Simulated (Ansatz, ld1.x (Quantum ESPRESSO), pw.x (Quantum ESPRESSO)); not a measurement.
## La: does the PAW potential hold in the solid?

ld1.x (Quantum ESPRESSO) 7.5 input, shortened:

```
&input
   title='La', zed=57., rel=1, dft='PW', iswitch=3,
   config='[Xe] 4f0 5d1.5 6s1.5 6p0'
 /
 &inputp
   pseudotype=3, lpaw=.true., tm=.true., lloc=-1, rcloc=2.00,
   nlcc=.true., new_core_ps=.true., rcore=0.70,
   which_augfun='PSQ', rmatch_augfun_nc=.true.
 /
8
5S  1  0   2.00   0.00  2.30  2.70  0.0
6S  2  0   1.50   0.00  2.30  2.70  0.0
5P  2  1   6.00   0.00  2.35  2.55  0.0
6P  3  1   0.00   0.00  2.35  2.55  0.0
5D  3  2   1.50   0.00  3.25  3.90  0.0
5D  3  2   0.00   1.05  3.25  3.90  0.0
4F  4  3   0.00   0.00  0.90  1.15  0.0
4F  4  3   0.00   0.25  0.90  1.15  0.0
 &test
   configts(1)='4f0 5s2 5p6 5d1.5 6s1.5 6p0'
 /
```

Atomic tests: cutoffs needed: 12 Ry and 21 Ry (the cutoffs (Ry, on a coarse ladder) from which the occupation-weighted sum of valence levels, in a spherical-Bessel basis at the reference potential, stays within 10 and 1 mRy of its value at 400 Ry) The cutoffs count occupied waves only; the empty 4f level needs 100 Ry at the loose tolerance.; ghost test: no extra level below or beside the all-electron valence levels (s, p, d, f tested) (spherical-Bessel basis up to 400 Ry, 20 bohr box); configuration tests: test run stopped at test 3 of 9 (negative rho).

Crystal test: fcc La in pw.x 7.5, no spin, 11³ k-points, Fermi–Dirac smearing 0.01 Ry, cutoffs 40/900 Ry. The reference is all-electron LAPW (Ansatz 0.2.0) with the same functional, mesh and smearing; V0 and B0 come from Birch–Murnaghan fits to the pressures at five volumes. Errors are pseudo minus all-electron; Δ is the rms difference of the E(V) curves that follow from these fits, minima aligned, over ±6 % about the mean V0. Mesh and smearing are coarse, so the numbers serve the comparison and aren't converged zero-temperature values; the lattice is a test structure that the element need not adopt.

```json
{"V (Å³/atom)": "30.353", "P all-electron (GPa)": "1.99", "P pseudo (GPa)": "4.14"}
{"V (Å³/atom)": "31.152", "P all-electron (GPa)": "1.15", "P pseudo (GPa)": "3.06"}
{"V (Å³/atom)": "31.951", "P all-electron (GPa)": "0.38", "P pseudo (GPa)": "2.07"}
{"V (Å³/atom)": "32.750", "P all-electron (GPa)": "-0.34", "P pseudo (GPa)": "1.16"}
{"V (Å³/atom)": "33.549", "P all-electron (GPa)": "-1.01", "P pseudo (GPa)": "0.34"}
```

All-electron: a0 = 5.059 Å (V0 = 32.36 Å³/atom), B0 = 29.1 GPa.

Pseudopotential: mean pressure error (GPa): +1.72. The pressure does not cross zero within the volumes sampled, so no fit is given. The largest radius (3.90 bohr) exceeds half the bond length (3.37 bohr), so the spheres overlap, which is one possible source of error among others. This is a poor potential for the solid. Atomic configuration tests: test run stopped at test 3 of 9 (negative rho).

**Question.** At the middle volume, how do free energy and pressure move when the wave cutoff is lowered (ecutrho held at 900 Ry)?

**Answer.**

```csv
cutoff (Ry),shift of F (meV/atom),shift of P (GPa)
18,+49.2,+0.34
24,+23.2,+0.49
32,+13.5,+0.32
```

The run at the middle volume (56 k-points, 25 iterations) took about 90 s on one core of a shared host (Neoverse-V2, 32 threads, 247 GiB, load 20).
